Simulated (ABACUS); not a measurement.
# PbS under changes of volume

One of the cells (26.686 Å³/atom); the others are scaled copies at fixed shape and fractional positions:

```xyz
2
Lattice="2.1127 1.2197 3.4519 -2.1127 1.2197 3.4519 0.0000 -2.4395 3.4519" Properties=species:S:1:pos:R:3 pbc="T T T"
Pb    0.0000    0.0000   10.1545
S     0.0000    0.0000    4.9193
```

The cell is a database's computed one.

| Quantity | Value |
| --- | --- |
| Program | ABACUS 3.10.1 |
| Functional | PBE |
| Potentials or basis | PseudoDojo NC SR 0.4.1 PBE standard |
| Cutoff | 857 eV |
| Density cutoff | 3429 eV |
| Basis | plane waves |
| k mesh | 8 × 8 × 8 |
| Occupations | fermi-dirac, width 0.05 eV |
| Spin | no spin polarisation |

| volume (Å³/atom) | energy over the lowest point (meV/atom) | pressure (GPa) | gap on the mesh (eV) | largest force (eV/Å) |
| --- | --- | --- | --- | --- |
| 25.085 | ? | ? | ? | ? |
| 25.618 | 15.72 | 3.4 | 0.32 | 0.046 |
| 26.152 | 6.41 | 2.1 | 0.40 | 0.034 |
| 26.686 | 1.31 | 0.9 | 0.46 | 0.022 |
| 27.220 | 0.00 | -0.2 | 0.53 | 0.011 |
| 27.753 | 2.10 | -1.1 | 0.59 | 0.002 |
| 28.287 | 7.27 | -2.0 | 0.64 | 0.007 |

Task: What does the run at 25.085 Å³/atom give?

Result: Energy over the lowest point 29.70 meV/atom; pressure 4.9 GPa; gap on the mesh 0.24 eV; largest force 0.058 eV/Å.

Worked out: A Birch-Murnaghan fit of order 3 (a polynomial in V^(-2/3)) to the other rows has its minimum at 27.15 Å³/atom with B0 = V·E''(V) = 53 GPa and B' = 4.3 at fixed shape and positions, which overstates the stiffness. It gives 29.68 meV/atom at 25.085 Å³/atom, against the run's 29.70, and -dE/dV = 4.9 GPa, against 4.9. A straight line through the other rows of the gap, of slope 3.23 eV per unit of ln V (its deformation potential), extrapolates to 0.26 eV, against the run's 0.24.

Energies are extrapolated to zero smearing.

Caveats: spin-orbit coupling is left out, which as a rule narrows the gap of such compounds by several tenths of an eV.

A mesh can miss the band edges.
